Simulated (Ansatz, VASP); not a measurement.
# Two plane-wave programs on Sn

Contents of INCAR:

```
SYSTEM = Sn
PREC = Accurate ; ENCUT = 520
EDIFF = 1E-7 ; ISMEAR = 0
SIGMA = 0.1 ; LREAL = .FALSE.
LASPH = .TRUE. ; NELM = 100
ALGO = Normal ; ISIF = 2
LWAVE = .FALSE. ; LCHARG = .TRUE.
GGA = PE ; LELF = .TRUE.
LVHAR = .TRUE. ; NBANDS = 21
```

Contents of KPOINTS:

```
regular mesh
0
G
  12 12 12
  0 0 0
```

Contents of POSCAR:

```
Sn
1.0
    0.0000000000      3.3494916560      3.3494916560
    3.3494916560      0.0000000000      3.3494916560
    3.3494916560      3.3494916560      0.0000000000
Sn
2
Direct
    0.5000000000      0.5000000000      0.5000000000
    0.7500000000      0.7500000000      0.7500000000
```

Input for Ansatz:

```yaml
crystal:
  lattice:
    - [0.0, 3.349491656, 3.349491656]
    - [3.349491656, 0.0, 3.349491656]
    - [3.349491656, 3.349491656, 0.0]
  atoms:
    - { symbol: Sn, position: [0.5, 0.5, 0.5] }
    - { symbol: Sn, position: [0.75, 0.75, 0.75] }
basis:
  ecutwfc: 420
kpoints:
  mp_grid: { grid: [12, 12, 12] }
hamiltonian:
  xc: pbe
scf:
  occupations: { method: gaussian, width: 0.1 }
output:
  forces: true
  stress: true
  eigenvalues: true
  populations: true
```

Alike in both runs: task single point; functional PBE; k mesh 12 × 12 × 12; occupations gaussian, width 0.1 eV; no spin polarisation.

|  | VASP | Ansatz |
| --- | --- | --- |
| version | VASP 6.6.1 | Ansatz 0.2.0 |
| potentials or method | VASP PAW PBE potentials, release 64 (Sn_d) | scalar-relativistic, plane waves, PAW |
| plane-wave cutoff (eV) | 520 | 420 |
| valence electrons in the cell | 28 | 28 |

```tsv
	VASP	Ansatz	Ansatz less VASP
gap on the k mesh at the Fermi level (eV)	none	none	-
pressure (GPa)	-0.7	-0.7	+0.05
```

A gap of «none» marks a metal or a gap that the smearing closes.
